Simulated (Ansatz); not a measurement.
A crystal relaxed with r2SCAN in the PAW code Ansatz has space group Fm-3m (No. 225) and a = 6.366 Å.

```json
{"atom": "Mg", "site": "8c", "x": "0.2500", "y": "0.2500", "z": "0.7500"}
{"atom": "Xx", "site": "4a", "x": "0.0000", "y": "0.0000", "z": "0.0000"}
```

With r2SCAN the valence top lies at Γ and the conduction bottom at X, 0.44 eV higher; the smallest vertical gap, at Γ, is 1.67 eV. With HSE06 the valence top lies at Γ and the conduction bottom at X, 0.51 eV higher; the smallest vertical gap, at Γ, is 1.75 eV. Meshes: r2SCAN 8×8×8, HSE06 6×6×6.

Question: Which element is Xx?
A. C
B. Ge
C. Pb
D. Si

Answer: B. Xx is Ge: Mg2Ge (Fm-3m) from a database of computed structures. Around Mg lie 4 Ge at 2.76 Å; around Ge lie 8 Mg at 2.76 Å.

The values are computed, spin-unpolarised, and not measurements.

Spin-orbit coupling is left out.
